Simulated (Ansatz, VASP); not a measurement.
GaAs: VASP beside Ansatz

Contents of INCAR:

```
SYSTEM = GaAs
ALGO = Normal
EDIFF = 1E-6
ENCUT = 520
GGA = PS
ISIF = 2
ISMEAR = 0
LASPH = .True.
LCHARG = .True.
LELF = .True.
LREAL = .False.
LVHAR = .True.
LWAVE = .False.
NBANDS = 16
NELM = 80
PREC = Accurate
SIGMA = 0.05
```

Contents of KPOINTS:

```
k-points
0
Gamma
  12 12 12
  0 0 0
```

The input POSCAR:

```
GaAs
1.0
    0.0000000000      2.7812476708      2.9203100543
    2.7812476708      0.0000000000      2.9203100543
    2.7812476708      2.7812476708      0.0000000000
Ga As
1 1
Direct
    0.0000000000      0.0000000000      0.0000000000
    0.7500000000      0.7500000000      0.7500000000
```

Input for Ansatz:

```yaml
crystal:
  lattice:
    - [0.0, 2.7812476708, 2.9203100543]
    - [2.7812476708, 0.0, 2.9203100543]
    - [2.7812476708, 2.7812476708, 0.0]
  atoms:
    - { symbol: Ga, position: [0.0, 0.0, 0.0] }
    - { symbol: As, position: [0.75, 0.75, 0.75] }
basis:
  ecutwfc: 420
kpoints:
  mp_grid: { grid: [12, 12, 12] }
hamiltonian:
  xc: pbesol
scf:
  occupations: { method: gaussian, width: 0.05 }
output:
  forces: true
  stress: true
  eigenvalues: true
```

Alike in both runs: task single point; functional PBEsol; k mesh 12 × 12 × 12; occupations gaussian, width 0.05 eV; no spin polarisation.

|  | VASP | Ansatz |
| --- | --- | --- |
| version | VASP 6.6.1 | Ansatz 0.2.0 |
| potentials or method | VASP PAW PBE potentials, release 64 (Ga_d, As) | scalar-relativistic, plane waves, PAW |
| plane-wave cutoff (eV) | 520 | 420 |
| valence electrons in the cell | 18 | 28 |

Ansatz gave:

```
gap on the k mesh at the Fermi level (eV)       : 0.32
least direct gap on the mesh (eV)               : 0.32
pressure (GPa)                                  : 0.2
largest component of the traceless stress (GPa) : 2.15
```

Q: Which values does VASP return?

A: gap on the k mesh at the Fermi level (eV): 0.34; least direct gap on the mesh (eV): 0.34; pressure (GPa): 0.3; largest component of the traceless stress (GPa): 2.15.

The two sets of potentials don't hold the same shells in valence.

Caveats: the PAW data sets were made with another functional, which shifts forces and pressure a little (VASP).
